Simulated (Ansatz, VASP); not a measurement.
# Two plane-wave programs on HfH6

```
Hf H
1.0
     3.34368    0.00000    0.00000
     0.00000    3.34368    0.00000
     0.00000    0.00000    3.34368
Hf H
1 6
Cartesian
  0.0000 0.0000 0.0000
  0.5437 1.6718 1.6718
  1.6718 0.5437 1.6718
  2.8000 1.6718 1.6718
  1.6718 2.8000 1.6718
  1.6718 1.6718 0.5437
  1.6718 1.6718 2.8000
```

Change from the starting cell: species swapped into the LaB6 type (Pm-3m, No. 221).

Alike in both runs: functional PBE; k mesh 4 × 4 × 4; occupations gaussian, width 0.1 eV; no spin polarisation.

Ansatz relaxed the structure, and its values are those at the end. VASP's run is a single point on that final structure, the one shown.

|  | VASP | Ansatz |
| --- | --- | --- |
| version | VASP 6.6.1 | Ansatz 0.2.0 |
| potentials or method | VASP PAW PBE potentials, release 64 (Hf_pv, H) | scalar-relativistic, plane waves, PAW |
| plane-wave cutoff (eV) | 520 | 420 |
| valence electrons in the cell | 16 | 32 |

Ansatz gave:

```
gap on the k mesh at the Fermi level (eV) : none
pressure (GPa)                            : -0.2
rms of the force components (eV/Å)        : 0.002
```

**Question.** Estimate VASP's values.

**Answer.** gap on the k mesh at the Fermi level (eV): none; pressure (GPa): -1.2; rms of the force components (eV/Å): 0.007.

A gap of «none» marks a metal or a gap that the smearing closes. With one functional, cell and mesh, what is left measures potentials, basis and numerics. The two sets of potentials don't hold the same shells in valence.

Caveats: the k mesh is coarse (spacing up to 0.47 Å⁻¹), so the values aren't converged. The runs have no spin-orbit coupling, so splittings on Hf are missing.
